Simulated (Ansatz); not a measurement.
# KI, space group Cmcm: a calculation of the dielectric tensor and Born charges

Program: Ansatz 0.2.0, Python API.

`ki.extxyz`
```text
4
Lattice="2.51266 -4.255227 0.0 2.51266 4.255227 0.0 0.0 0.0 8.676589" Properties=species:S:1:pos:R:3 pbc="T T T"
K     2.51266000    0.00000000    4.33829450
K     2.51266000    0.00000000    0.00000000
I     2.51266000   -2.89551176    2.16914725
I     2.51266000    2.89551176    6.50744175
```

Interactive session:
```pycon
>>> import ansatz as az
>>> import numpy as np
>>> system = az.Crystal.from_extxyz("ki.extxyz")
>>> setup = (
...     system.calculation()
...     .kpoints(4, 4, 2, center="gamma")
...     .functional("PBEsol")
...     .pseudopotentials("paw")
...     .occupations("fixed")
...     .dielectric()
... )
>>> done = setup.run()
DeckWarning: basis.ecutwfc = 420 eV, auto-derived from the records' recommended cutoffs: set by K (normal level)
>>> response = done.dielectric
>>> eps = np.asarray(response.eps_inf)
>>> print(f"mean eps_inf {np.trace(eps) / 3:.3f}, fraction of exact exchange 1/eps = {3 / np.trace(eps):.3f}")
mean eps_inf 2.837, fraction of exact exchange 1/eps = 0.352
>>> print(np.array2string(eps, precision=3, suppress_small=True))
[[ 2.839  0.    -0.   ]
 [ 0.     2.832  0.   ]
 [-0.     0.     2.841]]
>>> for index, (site, z) in enumerate(zip(done.lattice.sites, response.zstar_e)):
...     print("Born charge tensor of", site.symbol, index)
...     print(np.round(z, 3) + 0.0)
...
Born charge tensor of K 0
[[1.151 0.    0.   ]
 [0.    1.124 0.006]
 [0.    0.007 1.201]]
Born charge tensor of K 1
[[ 1.151  0.     0.   ]
 [ 0.     1.124 -0.006]
 [ 0.    -0.007  1.201]]
Born charge tensor of I 2
[[-1.151  0.     0.   ]
 [ 0.    -1.124  0.   ]
 [ 0.     0.    -1.201]]
Born charge tensor of I 3
[[-1.151  0.     0.   ]
 [ 0.    -1.124  0.   ]
 [ 0.     0.    -1.201]]
>>> print(f"charge neutrality missed by {response.zstar_sum_residual_pre_e:.4f} e before the sum rule")
charge neutrality missed by 0.0044 e before the sum rule
```

Under fixed occupations the level called the Fermi level is the highest filled one on the SCF mesh; off the mesh a filled band can lie a little above it. Averages over directions belong to no single polarisation, least of all in layered crystals. Pressure is positive in compression. This cell is a computed structure, which may not be the phase found in nature. Warnings are shown shortened and without file and line. This is the electronic (clamped-ion) response; a semilocal gap that is too small tends to raise it. The typed mesh is that of the SCF; the response is solved on denser meshes that the run picks. Run time: 100 s on 1 thread of Arm Neoverse V2 (shared host), peak memory 1 GiB.

(Lines on the test bed's own set-up are left out of the output.)
